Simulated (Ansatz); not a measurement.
# Si: properties at the relaxed cell

An exercise on one series of results from a longer session: the logs are not shown, and one member is left open.

The COD entry's cell or inner coordinates are ideal or old and differ from later refinements, so a difference from it is no clean test against experiment.

Program: Ansatz 0.2.0. Level of theory: DFT r2SCAN, scalar-relativistic, plane waves, PAW. These are calculated values, not measurements.

1 further run of the same task is left out (set aside as unsound or not needed).

## Starting point

It takes space group Fd-3m (No. 227, cubic). The conventional cell has a = 5.444 Å, b = 5.444 Å, c = 5.444 Å, α = 90.00°, β = 90.00°, γ = 90.00°. Si (site symmetry -43m) has 4 Si at 2.36 Å as nearest neighbours.

Coordinates:

```cif
data_structure
_symmetry_space_group_name_H-M 'P 1'
_symmetry_Int_Tables_number 1
_cell_length_a 3.8496
_cell_length_b 3.8496
_cell_length_c 3.8496
_cell_angle_alpha 60.000
_cell_angle_beta 60.000
_cell_angle_gamma 60.000
_cell_volume 40.34
loop_
_atom_site_label
_atom_site_type_symbol
_atom_site_fract_x
_atom_site_fract_y
_atom_site_fract_z
_atom_site_occupancy
Si1 Si 0.75000 0.75000 0.75000 1
Si2 Si 0.50000 0.50000 0.50000 1
```

It is the result of an earlier relaxation at this level (volume 20.17 Å³/atom; gap on the mesh: 0.78 eV).

The first run:

File input.yaml:

```yaml
crystal:
  lattice:
    - [0.0, 2.7220959918, 2.7220959918]
    - [2.7220959918, 0.0, 2.7220959918]
    - [2.7220959918, 2.7220959918, 0.0]
  atoms:
    - { symbol: Si, position: [0.75, 0.75, 0.75] }
    - { symbol: Si, position: [0.5, 0.5, 0.5] }
basis:
  ecutwfc: 500
kpoints:
  mp_grid: { grid: [10, 10, 10] }
  band_path:
    path:
      - [[0.0, 0.0, 0.0], [0.5, 0.0, 0.5], [0.625, 0.25, 0.625]]
      - [[0.375, 0.375, 0.75], [0.0, 0.0, 0.0], [0.5, 0.5, 0.5], [0.5, 0.25, 0.75], [0.5, 0.0, 0.5]]
    npoints: 14
hamiltonian:
  xc: r2scan
scf:
  occupations: { method: gaussian, width: 0.02 }
  n_extra_bands: 6
output:
  forces: true
  stress: true
  eigenvalues: true
  populations: true
  dos: { projected: true, de: 0.02, nscf_kmesh: { grid: [15, 15, 15] } }
  bader: true
  write_density: true
  write_potential: true
  elf: true
  volumetric_format: npy
```

Run with:

```
> ansatz run input.yaml --threads 1 --pin off --max-ram 2560MiB --backend cpu --events-out ev --progress --plain --runs-dir out
```

Among the steps run: Bands, states and charges; Seeking the band edges over the whole zone; Eigenvalues a small step from each edge; The cell as listed, for comparison; Optical spectrum; The cell scaled to 0.97 of its volume; Point at V/V0 = 1.03; Point at V/V0 = 0.94; Point at V/V0 = 1.06; Volume × 0.91; Volume × 1.10; Volume × 0.88.

One of the session's tables, all rows but one given; the rest of the session is left out.

| volume (Å³/atom) | energy above the lowest point (meV/atom) | pressure (GPa) | gap on the mesh (eV) |
| --- | --- | --- | --- |
| 17.750 | 109.4 | 16.14 | 0.54 |
| 18.355 | 58.2 | 11.13 | 0.61 |
| 18.960 | 24.5 | 6.83 | 0.67 |
| 19.565 | ? | ? | ? |
| 20.170 | 0.0 | 0.00 | 0.78 |
| 20.775 | 5.2 | -2.69 | 0.83 |
| 21.380 | 19.8 | -4.99 | 0.87 |
| 22.187 | 51.6 | -7.53 | 0.92 |

**Question.** Estimate the row for volume (Å³/atom) = 19.565.

Worked estimate for «energy above the lowest point (meV/atom)». A straight line through the neighbours (18.960, 24.5) and (20.170, 0.0) gives 24.5 + (0.0 − 24.5) × (19.565 − 18.960) / (20.170 − 18.960) = 12.2; a parabola fitted to 4 rows on both sides gives 5.8.

**Answer.** energy above the lowest point (meV/atom): 5.8; pressure (GPa): 3.15; gap on the mesh (eV): 0.73. In «energy above the lowest point (meV/atom)» the line misses by +6.4 and the parabola by 0.0.

To keep in mind: It is a Kohn-Sham gap, without temperature or zero-point motion. Absorption along x passes 10⁴ cm⁻¹ at 2.8 eV, beside a least direct gap of 2.74 eV on the SCF mesh; the indirect gap of 0.78 eV gives no absorption without phonons.
